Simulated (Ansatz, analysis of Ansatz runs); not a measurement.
## A hop of Cl in La2NCl3 (Ibam), charge 0

Aim: the barrier of one jump in La2NCl3 (Ibam) at charge 0: V_Cl hop (3.0 Å). The model is a cell of 48 host atoms with 1 Cl taken out; Cl is the atom that moves.

Calculated with Ansatz 0.2.0; plane-wave PAW DFT, PBEsol; nudged elastic band between two relaxed defect structures.

This is a report of a sequence of runs, with most program output left out.

## (1) Starting point

The cell holds 47 atoms: 16 La, 8 N and 23 Cl. Its edges and angles: a = 14.985 Å, b = 9.137 Å, c = 15.308 Å, α = 70.5°, β = 35.1°, γ = 74.4°. It derives from La2NCl3 (space group Ibam). Nearest the centre at fractional (0.250, 0.750, 0.750): Cl28 at 1.52 Å, La14 at 2.55 Å, La9 at 2.55 Å, Cl33 at 3.41 Å, Cl36 at 3.41 Å, N19 at 3.74 Å, N22 at 3.74 Å, N17 at 3.74 Å.

Structure file:

```xyz
47
Lattice="0.0000 13.7005 6.0696 6.8292 0.0000 6.0696 6.8292 13.7005 0.0000" Properties=species:S:1:pos:R:3 pbc="T T T"
La    9.0252    8.1466    6.0696
La    5.6106   14.9969    3.0348
La    9.0252   21.8471    6.0696
La    5.6106   14.9969    9.1044
La    8.0479   12.4041    3.0348
La    4.6333    5.5539    6.0696
La    8.0479   12.4041    9.1044
La    4.6333   19.2544    6.0696
La   12.4398   12.4041    6.0696
La    2.1960    5.5539    3.0348
La    5.6106   12.4041    6.0696
La    9.0252   19.2544    9.1044
La    4.6333    8.1466    3.0348
La    8.0479   14.9969    6.0696
La   11.4625   21.8471    9.1044
La    1.2187   14.9969    6.0696
N     6.8292   13.7005    1.5174
N     3.4146    6.8502    4.5522
N     6.8292   13.7005    7.5870
N    10.2439   20.5507   10.6219
N     3.4146    6.8502    1.5174
N     6.8292   13.7005    4.5522
N    10.2439   20.5507    7.5870
N     6.8292   13.7005   10.6219
Cl    6.8292    6.8502    4.5522
Cl    6.8292   20.5507    4.5522
Cl    3.4146   13.7005    7.5870
Cl   10.2439   13.7005    4.5522
Cl    6.8292    6.8502    7.5870
Cl    3.4146   13.7005    4.5522
Cl    6.8292   20.5507    7.5870
Cl    4.7225    4.1674    3.0348
Cl    8.1372   11.0176    6.0696
Cl   11.5518   17.8679    9.1044
Cl    8.1372   24.7181    6.0696
Cl    5.5213    2.6829    6.0696
Cl    2.1067    9.5331    3.0348
Cl    5.5213   16.3834    6.0696
Cl    8.9359   23.2336    9.1044
Cl   11.5518    9.5331    6.0696
Cl    8.1372   16.3834    3.0348
Cl    4.7225    9.5331    6.0696
Cl    8.1372   16.3834    9.1044
Cl    5.5213   11.0176    3.0348
Cl    8.9359   17.8679    6.0696
Cl    5.5213   11.0176    9.1044
Cl    2.1067   17.8679    6.0696
```

The cell's shortest repeat is 9.1 Å.

## (2) Relaxation of the start point, charge 0

The ends come first: from an unrelaxed start the top is counted from too high an energy, and the barrier comes out too low. Small random displacements break the symmetry of the ideal sites, so that the defect can distort if it gains by it. The cell holds an odd number of electrons, so the run is spin-polarised with the moment held at 1 μB.

q0_M1.start/input.yaml

```yaml
crystal:
  lattice:
    - [0.0, 13.70049667, 6.06962975]
    - [6.82924235, 0.0, 6.06962975]
    - [6.82924235, 13.70049667, 0.0]
  atoms:
    - { symbol: La, position: [0.13653491, 0.86346509, 0.45808628] }
    - { symbol: La, position: [0.38653491, 0.11346509, 0.70808628] }
    - { symbol: La, position: [0.63653491, 0.36346509, 0.95808628] }
    - { symbol: La, position: [0.88653491, 0.61346509, 0.20808628] }
    - { symbol: La, position: [0.11346509, 0.38653491, 0.79191372] }
    - { symbol: La, position: [0.36346509, 0.63653491, 0.04191372] }
    - { symbol: La, position: [0.61346509, 0.88653491, 0.29191372] }
    - { symbol: La, position: [0.86346509, 0.13653491, 0.54191372] }
    - { symbol: La, position: [0.04191372, 0.95808628, 0.86346509] }
    - { symbol: La, position: [0.29191372, 0.20808628, 0.11346509] }
    - { symbol: La, position: [0.54191372, 0.45808628, 0.36346509] }
    - { symbol: La, position: [0.79191372, 0.70808628, 0.61346509] }
    - { symbol: La, position: [0.20808628, 0.29191372, 0.38653491] }
    - { symbol: La, position: [0.45808628, 0.54191372, 0.63653491] }
    - { symbol: La, position: [0.70808628, 0.79191372, 0.88653491] }
    - { symbol: La, position: [0.95808628, 0.04191372, 0.13653491] }
    - { symbol: "N", position: [0.125, 0.125, 0.875] }
    - { symbol: "N", position: [0.375, 0.375, 0.125] }
    - { symbol: "N", position: [0.625, 0.625, 0.375] }
    - { symbol: "N", position: [0.875, 0.875, 0.625] }
    - { symbol: "N", position: [0.125, 0.125, 0.375] }
    - { symbol: "N", position: [0.375, 0.375, 0.625] }
    - { symbol: "N", position: [0.625, 0.625, 0.875] }
    - { symbol: "N", position: [0.875, 0.875, 0.125] }
    - { symbol: Cl, position: [0.125, 0.625, 0.375] }
    - { symbol: Cl, position: [0.625, 0.125, 0.875] }
    - { symbol: Cl, position: [0.875, 0.375, 0.125] }
    - { symbol: Cl, position: [0.125, 0.625, 0.875] }
    - { symbol: Cl, position: [0.375, 0.875, 0.125] }
    - { symbol: Cl, position: [0.625, 0.125, 0.375] }
    - { symbol: Cl, position: [0.875, 0.375, 0.625] }
    - { symbol: Cl, position: [0.05632994, 0.44367006, 0.2478482] }
    - { symbol: Cl, position: [0.30632994, 0.69367006, 0.4978482] }
    - { symbol: Cl, position: [0.55632994, 0.94367006, 0.7478482] }
    - { symbol: Cl, position: [0.80632994, 0.19367006, 0.9978482] }
    - { symbol: Cl, position: [0.19367006, 0.80632994, 0.0021518] }
    - { symbol: Cl, position: [0.44367006, 0.05632994, 0.2521518] }
    - { symbol: Cl, position: [0.69367006, 0.30632994, 0.5021518] }
    - { symbol: Cl, position: [0.94367006, 0.55632994, 0.7521518] }
    - { symbol: Cl, position: [0.0021518, 0.9978482, 0.69367006] }
    - { symbol: Cl, position: [0.2521518, 0.2478482, 0.94367006] }
    - { symbol: Cl, position: [0.5021518, 0.4978482, 0.19367006] }
    - { symbol: Cl, position: [0.7521518, 0.7478482, 0.44367006] }
    - { symbol: Cl, position: [0.2478482, 0.2521518, 0.55632994] }
    - { symbol: Cl, position: [0.4978482, 0.5021518, 0.80632994] }
    - { symbol: Cl, position: [0.7478482, 0.7521518, 0.05632994] }
    - { symbol: Cl, position: [0.9978482, 0.0021518, 0.30632994] }
basis:
  ecutwfc: 420
  xc_grid: 2
hamiltonian:
  xc: pbesol
kpoints:
  mp_grid: { grid: [1, 1, 1] }
magnetization:
  spin_polarized: true
  initial_magnetization: 1
  spin_locking: { lock_magnetization: hard }
scf:
  occupations: { method: fixed }
  max_iter: 60
output:
  forces: true
relax:
  f_tol: 0.015
  max_steps: 70
  random_displacement: { amplitude: 0.03, seed: 5138 }
```

Launch:

```sh
> ansatz run input.yaml --threads 8 --pin off --max-ram 14131MiB --backend cpu --events-out ev --progress --plain --runs-dir out
```

Run time: 32 s. Hardware: 8 threads of Arm Neoverse V2, shared host; peak memory 2.1 GiB.

The steps of the relaxation:

```csv
step,energy less that of the first step (eV),largest force component (eV/Å)
1,0.0000,0.8267
2,-0.1837,0.4201
3,-0.2609,0.0469
4,-0.2627,0.0099
```

The atoms that moved most (Å, from the sites as typed, ahead of the random displacement, the mean shift of all atoms taken out):

```csv
atom,dx,dy,dz,length
Cl28,0.000,0.000,0.196,0.196
Cl30,0.000,0.001,-0.190,0.190
Cl46,-0.043,0.005,-0.049,0.065
Cl41,0.044,-0.005,-0.048,0.065
Cl35,0.045,0.007,0.041,0.061
Cl38,-0.043,-0.004,0.043,0.061
Cl44,0.001,0.020,-0.049,0.053
Cl47,0.004,-0.003,-0.053,0.053
```

Neighbours of Cl28 at the end:

```csv
atom,distance (Å)
La9,2.923
La14,2.923
La4,3.042
La5,3.042
Cl27,3.227
N24,3.419
N22,3.421
Cl33,3.660
Cl36,3.661
```

This step gave:

```
free energy                                                                                       : -126110.1216 eV
total moment                                                                                      : 1 μB
integral of the absolute spin density                                                             : 1.067 μB
spin contamination                                                                                : 0.001602
largest move from the ideal geometry of this structure, a common shift of the far atoms taken out : 0.2089 Å
```

The relaxation gained 0.263 eV and ended with a largest force component of 0.0099 eV/Å.

## (3) Relaxation of the end point, charge 0

The end point is relaxed in the same cell and settings, so that the two energies compare.

q0_M1.end/input.yaml, as its differences from q0_M1.start/input.yaml of step 2:

```diff
@@ -33,3 +33,3 @@
     - { symbol: Cl, position: [0.875, 0.375, 0.125] }
-    - { symbol: Cl, position: [0.125, 0.625, 0.875] }
+    - { symbol: Cl, position: [0.375, 0.875, 0.625] }
     - { symbol: Cl, position: [0.375, 0.875, 0.125] }
```

It took 31 s on 8 threads; peak memory 2.1 GiB; 3.8 min of CPU time.

Relaxation path:

```csv
step,energy less that of the first step (eV),largest force component (eV/Å)
1,0.0000,0.7957
2,-0.1531,0.4472
3,-0.2471,0.0276
4,-0.2489,0.0110
```

The atoms that moved most (Å, from the sites as typed, ahead of the random displacement, the mean shift of all atoms taken out):

```csv
atom,dx,dy,dz,length
Cl27,0.000,0.000,0.199,0.199
Cl28,0.000,0.000,-0.189,0.189
Cl35,0.044,0.005,-0.044,0.062
Cl38,-0.044,-0.005,-0.043,0.062
Cl44,-0.045,0.005,0.041,0.061
Cl43,0.045,-0.005,0.040,0.060
La5,-0.039,-0.023,0.025,0.051
La4,0.039,0.023,0.025,0.051
```

Neighbours of Cl28 at the end:

```csv
atom,distance (Å)
La9,2.922
La14,2.922
La2,3.043
La7,3.043
Cl30,3.229
N17,3.420
N19,3.420
Cl36,3.665
Cl33,3.665
```

This step gave:

```
free energy                                                                                       : -126110.1216 eV
total moment                                                                                      : 1 μB
integral of the absolute spin density                                                             : 1.067 μB
spin contamination                                                                                : 0.001602
largest move from the ideal geometry of this structure, a common shift of the far atoms taken out : 0.1998 Å
```

The relaxation gained 0.249 eV and ended with a largest force component of 0.011 eV/Å. The end lies within 1 meV of the start.

## (4) Nudged elastic band, charge 0

5 movable images are laid between the ends on a pair-potential path, which keeps atoms from colliding in the first guess. Each image feels the true force across the path and a spring force along it. The highest image is set to climb to the top of the path.

This step: plane-wave PAW DFT, PBEsol; nudged elastic band between two relaxed defect structures.

q0_M1.neb/input.yaml

```yaml
crystal:
  lattice:
    - [0.0, 13.70049667, 6.06962975]
    - [6.82924235, 0.0, 6.06962975]
    - [6.82924235, 13.70049667, 0.0]
  atoms:
    - { symbol: La, position: [0.13637589, 0.86366619, 0.45819515] }
    - { symbol: La, position: [0.38297794, 0.11438933, 0.7132382] }
    - { symbol: La, position: [0.63577893, 0.3640993, 0.95853139] }
    - { symbol: La, position: [0.8893804, 0.61570727, 0.20436732] }
    - { symbol: La, position: [0.11528687, 0.38984678, 0.79093613] }
    - { symbol: La, position: [0.36325016, 0.63677205, 0.04218701] }
    - { symbol: La, position: [0.61394868, 0.8834966, 0.28977344] }
    - { symbol: La, position: [0.86372401, 0.13620903, 0.5420568] }
    - { symbol: La, position: [0.04032922, 0.96417801, 0.86341355] }
    - { symbol: La, position: [0.29198113, 0.20883139, 0.11378295] }
    - { symbol: La, position: [0.54160036, 0.45532824, 0.36461077] }
    - { symbol: La, position: [0.7921522, 0.70844388, 0.61329639] }
    - { symbol: La, position: [0.20816904, 0.29250793, 0.38642933] }
    - { symbol: La, position: [0.46369807, 0.54080662, 0.63249148] }
    - { symbol: La, position: [0.70833091, 0.79239228, 0.88586982] }
    - { symbol: La, position: [0.95485948, 0.0420235, 0.13883554] }
    - { symbol: "N", position: [0.12289698, 0.12798831, 0.87708523] }
    - { symbol: "N", position: [0.37481441, 0.37552315, 0.12519927] }
    - { symbol: "N", position: [0.62755846, 0.62337263, 0.37243319] }
    - { symbol: "N", position: [0.87510684, 0.87519059, 0.6248578] }
    - { symbol: "N", position: [0.12494013, 0.12537207, 0.37502797] }
    - { symbol: "N", position: [0.37522856, 0.37570016, 0.62467421] }
    - { symbol: "N", position: [0.62495339, 0.62534337, 0.87508093] }
    - { symbol: "N", position: [0.87527055, 0.87558358, 0.12479195] }
    - { symbol: Cl, position: [0.12502394, 0.62529992, 0.37508515] }
    - { symbol: Cl, position: [0.62499694, 0.12534962, 0.8750924] }
    - { symbol: Cl, position: [0.87530284, 0.37568254, 0.12476675] }
    - { symbol: Cl, position: [0.1410947, 0.6415998, 0.85888257] }
    - { symbol: Cl, position: [0.37479431, 0.87543262, 0.12504221] }
    - { symbol: Cl, position: [0.60938964, 0.10974149, 0.3906644] }
    - { symbol: Cl, position: [0.87496872, 0.3753923, 0.62503534] }
    - { symbol: Cl, position: [0.06041192, 0.44796438, 0.24361688] }
    - { symbol: Cl, position: [0.31070714, 0.69693243, 0.49494298] }
    - { symbol: Cl, position: [0.5581374, 0.94501869, 0.74615221] }
    - { symbol: Cl, position: [0.80666671, 0.20054062, 0.99800769] }
    - { symbol: Cl, position: [0.19650835, 0.8112162, -0.00208811] }
    - { symbol: Cl, position: [0.4444416, 0.05831275, 0.25119501] }
    - { symbol: Cl, position: [0.70020488, 0.30736984, 0.49529115] }
    - { symbol: Cl, position: [0.9474184, 0.56091749, 0.74860731] }
    - { symbol: Cl, position: [0.00045231, 0.9960682, 0.69523014] }
    - { symbol: Cl, position: [0.24479193, 0.24773005, 0.95064766] }
    - { symbol: Cl, position: [0.49816821, 0.49375659, 0.19780163] }
    - { symbol: Cl, position: [0.74763216, 0.74504481, 0.44679954] }
    - { symbol: Cl, position: [0.24443641, 0.24783813, 0.56117353] }
    - { symbol: Cl, position: [0.495926, 0.50124371, 0.80835666] }
    - { symbol: Cl, position: [0.74717408, 0.74522703, 0.0573551] }
    - { symbol: Cl, position: [0.99310184, -0.00138762, 0.31086437] }
basis:
  ecutwfc: 420
  xc_grid: 2
hamiltonian:
  xc: pbesol
kpoints:
  mp_grid: { grid: [1, 1, 1] }
magnetization:
  spin_polarized: true
  initial_magnetization: 1
  spin_locking: { lock_magnetization: hard }
scf:
  occupations: { method: fixed }
  max_iter: 60
output:
  forces: true
neb:
  images: 5
  f_tol: 0.03
  climbing: true
  initial_path: idpp
  max_iterations: 45
  order_check: false
  final_atoms:
    - { symbol: La, position: [0.13720976, 0.86457779, 0.45729501] }
    - { symbol: La, position: [0.38616665, 0.11244185, 0.70754505] }
    - { symbol: La, position: [0.63678132, 0.36508706, 0.95746127] }
    - { symbol: La, position: [0.88727798, 0.61864351, 0.208984] }
    - { symbol: La, position: [0.11822426, 0.38769365, 0.78550168] }
    - { symbol: La, position: [0.36411558, 0.63762209, 0.04134538] }
    - { symbol: La, position: [0.61202612, 0.88660054, 0.29424245] }
    - { symbol: La, position: [0.86461561, 0.13721864, 0.5411441] }
    - { symbol: La, position: [0.03763391, 0.96146135, 0.86610224] }
    - { symbol: La, position: [0.29236661, 0.20877736, 0.11310782] }
    - { symbol: La, position: [0.54638562, 0.46019645, 0.35985642] }
    - { symbol: La, position: [0.79210161, 0.70889431, 0.61364056] }
    - { symbol: La, position: [0.20841599, 0.29255658, 0.38581272] }
    - { symbol: La, position: [0.46106048, 0.53804547, 0.63518311] }
    - { symbol: La, position: [0.70832005, 0.79277434, 0.88619806] }
    - { symbol: La, position: [0.95976444, 0.04681965, 0.13396194] }
    - { symbol: "N", position: [0.12606973, 0.12639554, 0.87396149] }
    - { symbol: "N", position: [0.37554579, 0.37590195, 0.12454423] }
    - { symbol: "N", position: [0.62597746, 0.62648801, 0.37396171] }
    - { symbol: "N", position: [0.8754597, 0.87598266, 0.62444482] }
    - { symbol: "N", position: [0.12563054, 0.12582051, 0.37436018] }
    - { symbol: "N", position: [0.37842476, 0.37406232, 0.62154703] }
    - { symbol: "N", position: [0.62536794, 0.62607077, 0.87461921] }
    - { symbol: "N", position: [0.87363821, 0.87883821, 0.12637481] }
    - { symbol: Cl, position: [0.12551245, 0.62595799, 0.3744796] }
    - { symbol: Cl, position: [0.62551017, 0.12588059, 0.87455761] }
    - { symbol: Cl, position: [0.89206666, 0.39250066, 0.10791921] }
    - { symbol: Cl, position: [0.36010926, 0.86052364, 0.63988294] }
    - { symbol: Cl, position: [0.37546069, 0.87597271, 0.12446739] }
    - { symbol: Cl, position: [0.62610534, 0.12652296, 0.37389452] }
    - { symbol: Cl, position: [0.87545793, 0.37595719, 0.62449601] }
[... 8 lines left out ...]
    - { symbol: Cl, position: [0.00429411, 1.00006602, 0.69129297] }
    - { symbol: Cl, position: [0.25592935, 0.25317997, 0.93851107] }
    - { symbol: Cl, position: [0.50713984, 0.50268335, 0.18882616] }
    - { symbol: Cl, position: [0.75268091, 0.75570508, 0.44276972] }
    - { symbol: Cl, position: [0.25537921, 0.25317312, 0.54916096] }
    - { symbol: Cl, position: [0.49957349, 0.50466714, 0.80481721] }
    - { symbol: Cl, position: [0.75277973, 0.75640312, 0.05275061] }
    - { symbol: Cl, position: [1.00212071, 0.00755805, 0.30187849] }
```

Run time: 8.9 min. Hardware: 8 threads; peak memory 9.1 GiB.

The path, image by image:

```csv
image,path (Å),energy (eV),"Cl28: x, y, z (Å)"
0,0.000,0.0000,"10.247, 13.700, 4.751"
1,0.575,0.1247,"10.165, 13.524, 5.058"
2,1.150,0.5284,"10.057, 13.375, 5.532"
3,1.725,0.7960,"10.042, 13.344, 6.077"
4,2.303,0.5258,"10.058, 13.375, 6.626"
5,2.881,0.1212,"10.166, 13.526, 7.101"
6,3.459,0.0000,"10.247, 13.700, 7.409"
```

Read from the output:

```yaml
free_energy: -126109.3256 eV
total_moment: 1 μB
integral_of_the_absolute_spin_density: 1.145 μB
spin_contamination: 0.001321
barrier_forward: 0.7960 eV
barrier_backward: 0.7960 eV
end_less_start: -3.88e-5 eV
hop_length: 2.658 Å
```

Track of the atom that was set to move:

```csv
image,x (Å),y (Å),z (Å),nearest neighbour,distance (Å)
0,10.25,13.7,4.751,La,2.923
1,10.16,13.52,5.058,La,2.891
2,10.06,13.38,5.532,La,2.85
3,10.04,13.34,6.077,La,2.829
4,10.06,13.38,6.626,La,2.85
5,10.17,13.53,7.101,La,2.892
6,10.25,13.7,7.409,La,2.922
```

The band met its tolerance of 0.03 eV/Å after 8 iterations, with image 3 on top (the start counts as 0). Cl28, which moves farthest between the ends, has 4 La at 2.92 to 3.04 Å and 1 Cl at 3.23 Å nearest at the start and 2 La at 2.83 to 2.87 Å at the top.

(Continued in part 2 of 2.)

[Logs are printed without paths, hosts, clocks, repeated set-up lines and the standing remarks that a program may print on its own settings, such as how far it seeks lower states.]

[Hosts, paths, dates, database ids (printed as entryN), source tags and the programs' standing remarks are cut or masked in the printed files.]
